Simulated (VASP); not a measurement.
Runs of VASP 6.6.1 on BAs. The structure is cubic, space group F-43m (No. 216). The conventional cell has a = 4.777 Å, b = 4.777 Å, c = 4.777 Å, α = 90.00°, β = 90.00°, γ = 90.00°. As (site symmetry -43m) has 4 B at 2.07 Å as nearest neighbours. B (site symmetry -43m) has 4 As at 2.07 Å as nearest neighbours. 

```csv
task,level,potentials or basis,cell,k mesh,cutoff (eV),smearing,grid for exact exchange (PRECFOCK),exchange at q = 0,share of exact exchange,mesh quality,gap on the mesh (eV),pressure (GPa),relaxed volume (Å³/atom)
relaxation of cell and atoms,vdW-DF,"VASP PAW PBE potentials, release 64 (As_GW, B_GW)",relaxed,10 × 10 × 10,630,gaussian 0.01 eV,-,-,-,not flagged,(b),0.0,14.48
dielectric tensor,revTPSS+D4,"VASP PAW PBE potentials, release 64 (As, B)",as given,10 × 10 × 10,520,fermi-dirac 0.1 eV,-,-,-,not flagged,1.07,-,-
relaxation of cell and atoms,B3LYP,"VASP PAW PBE potentials, release 64 (As, B)",relaxed,5 × 5 × 5,600,fermi-dirac 0.05 eV,Normal,default,-,coarse,2.55,0.0,14.05
band structure,B3LYP,"VASP PAW PBE potentials, release 64 (As, B)",as given,5 × 5 × 5,520,fermi-dirac 0.05 eV,Normal,default,-,coarse,2.53,4.4,-
relaxation of cell and atoms,r2SCAN-EpsX,"VASP PAW PBE potentials, release 64 (As, B)",relaxed,5 × 5 × 5,600,fermi-dirac 0.05 eV,Fast,default,0.1013,coarse,1.88,0.1,13.60
band structure,r2SCAN-EpsX,"VASP PAW PBE potentials, release 64 (As, B)",as given,5 × 5 × 5,520,fermi-dirac 0.05 eV,Fast,default,0.1013,coarse,1.89,(a),-
```

Alike in all rows: no spin polarisation.

Question: Fill in the values left out.

Answer: (a) -0.1; (b) 1.41.

Caveats: some runs use coarse meshes; the PAW data sets were made with another functional, which shifts forces and pressure a little; an odd mesh through Γ misses points on the zone boundary, where band edges often lie (some runs); an unscreened hybrid on a path of extra k points without a Coulomb cutoff has errors near the mesh points, so the bands along the path aren't reliable (some runs).

A k mesh can miss the band edges, and the runs leave out spin-orbit coupling on As.
